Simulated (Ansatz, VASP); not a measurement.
One calculation of Sb, two programs

Contents of INCAR:

```
PREC     = Accurate       # precision mode
ENCUT    = 520            # plane-wave cutoff, eV
EDIFF    = 1E-6           # SCF threshold, eV
ISMEAR   = 0              # smearing method
SIGMA    = 0.1            # smearing width, eV
LREAL    = F              # projectors in reciprocal space
LASPH    = T              # aspherical terms in the spheres
NELM     = 100            # most SCF steps
ALGO     = Normal         # electronic algorithm
ISIF     = 2              # what is computed and relaxed
LWAVE    = F              # write WAVECAR
LCHARG   = F              # write CHGCAR
GGA      = PE             # functional
NBANDS   = 12             # bands
```

File KPOINTS:

```
Automatic mesh
0
Gamma
  6 6 4
```

Contents of POSCAR:

```
Sb
1.0
    3.1558872000      0.0000000000      0.0000000000
    0.0000000000      3.1558872000      0.0000000000
    0.0000000000      0.0000000000      6.3364517300
Sb
2
Direct
    0.0000000000      0.0000000000      0.7990506300
    0.0000000000      0.0000000000      0.2009493700
```

Input for Ansatz:

```yaml
crystal:
  lattice:
    - [3.1558872, 0.0, 0.0]
    - [0.0, 3.1558872, 0.0]
    - [0.0, 0.0, 6.33645173]
  atoms:
    - { symbol: Sb, position: [0.0, 0.0, 0.79905063] }
    - { symbol: Sb, position: [0.0, 0.0, 0.20094937] }
basis:
  ecutwfc: 420
kpoints:
  mp_grid: { grid: [6, 6, 4] }
hamiltonian:
  xc: pbe
scf:
  occupations: { method: gaussian, width: 0.1 }
  lower_state_search: "off"
output:
  forces: true
  stress: true
  eigenvalues: true
```

Alike in both runs: task single point; functional PBE; k mesh 6 × 6 × 4; occupations gaussian, width 0.1 eV; no spin polarisation.

|  | VASP | Ansatz |
| --- | --- | --- |
| version | VASP 6.6.1 | Ansatz 0.2.0 |
| potentials or method | VASP PAW PBE potentials, release 64 (Sb) | scalar-relativistic, plane waves, PAW |
| plane-wave cutoff (eV) | 520 | 420 |
| valence electrons in the cell | 10 | 30 |

Ansatz gave:

- gap on the k mesh at the Fermi level (eV): none
- pressure (GPa): 6.7
- largest component of the traceless stress (GPa): 14.77
- rms of the force components (eV/Å): 1.933

Q: Which values does VASP return?

A: gap on the k mesh at the Fermi level (eV): none; pressure (GPa): 6.9; largest component of the traceless stress (GPa): 15.35; rms of the force components (eV/Å): 2.015.

Atom by atom the forces differ by 0.082 eV/Å (rms over components). A gap of «none» marks a metal or a gap that the smearing closes. The functional is the same, so the differences come from potentials, cutoffs and numerics. The two sets of potentials don't hold the same shells in valence.

Caveats: forces of over 1 eV/Å show positions far from the minimum, so gaps and moduli don't describe the material at rest. The runs have no spin-orbit coupling, so splittings on Sb are missing.
